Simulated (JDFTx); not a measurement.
## Ir: relaxation of cell and atoms with PBE

The system is Ir.

```
CELL_PARAMETERS angstrom
0.00000 1.91560 1.91560
1.91560 0.00000 1.91560
1.91560 1.91560 0.00000
ATOMIC_POSITIONS crystal
Ir 0.00000 0.00000 0.00000
```

- Program: JDFTx 1.7.0 (patched build)
- Task: relaxation of cell and atoms
- Functional: PBE
- Potentials or basis: SG15-PBE-1.2 with smoothed tails
- Cutoff: 1088 eV
- Density cutoff: 4354 eV
- k mesh: 12 × 12 × 12
- Occupations: fermi-dirac, width 0.05 eV
- Spin: no spin polarisation
- Local potential set to -Z/r beyond: 6 bohr
- Density cutoff over wavefunction cutoff: 4
- Max SCF steps: 100
- SCF threshold on the energy: 1e-09 Ha
- Solver of the electrons: scf
- Further solve for the empty bands: no

The relaxed volume is 14.46 Å³/atom and the relaxed cell is a = 2.734 Å, b = 2.734 Å, c = 2.734 Å, α = 60.00°, β = 60.00°, γ = 60.00°. The space group after relaxing (to 0.05 Å) is Fm-3m (No. 225). The energy gained by relaxing is 12.8 meV/atom, the ionic steps are 6 and the pressure after relaxing is 0.0 GPa. The band gap on the k mesh is none (metal or under the smearing width).

The path:
| step | energy change (eV) | largest force (eV/Å) | pressure (GPa) | volume (Å³) |
| --- | --- | --- | --- | --- |
| 1 | 0.0000 | 0.0000 | 10.54 | 14.06 |
| 2 | -0.0041 | 0.0000 | 8.58 | 14.13 |
| 3 | -0.0127 | 0.0000 | 0.77 | 14.43 |
| 4 | -0.0128 | 0.0000 | 0.09 | 14.45 |
| 5 | -0.0128 | 0.0000 | 0.01 | 14.46 |
| 6 | -0.0128 | 0.0000 | 0.00 | 14.46 |

Final structure:
```cif
data_structure
_symmetry_space_group_name_H-M 'P 1'
_symmetry_Int_Tables_number 1
_cell_length_a 2.7345
_cell_length_b 2.7345
_cell_length_c 2.7345
_cell_angle_alpha 60.000
_cell_angle_beta 60.000
_cell_angle_gamma 60.000
_cell_volume 14.46
loop_
_atom_site_label
_atom_site_type_symbol
_atom_site_fract_x
_atom_site_fract_y
_atom_site_fract_z
_atom_site_occupancy
Ir1 Ir 0.00000 0.00000 0.00000 1
```

Levels at points of the mesh, in eV from the Fermi level:
| k point | band 4 | band 5 | band 6 | band 7 | band 8 | band 9 | band 10 | band 11 | band 12 | band 13 |
| --- | --- | --- | --- | --- | --- | --- | --- | --- | --- | --- |
| (0.00, 0.00, 0.00) | -49.42 | -10.93 | -3.78 | -3.78 | -3.78 | -1.19 | -1.19 | 13.65 | 19.04 | 19.04 |
| (0.00, 0.00, 0.50) | -49.52 | -7.91 | -3.89 | -3.89 | -0.76 | 0.84 | 0.84 | 7.02 | 13.30 | 18.93 |
| (0.00, 0.50, 0.50) | -49.69 | -7.70 | -7.13 | 0.80 | 1.40 | 1.40 | 1.64 | 10.18 | 11.35 | 11.35 |

Wall time 61 s on 1 thread of AMD EPYC 9R45 96-Core Processor (Zen 5), on a shared host, peak memory 0.1 GiB.

The run has no spin-orbit coupling, so splittings on Ir are missing. PBE usually gives volumes a little too large and moduli too small.
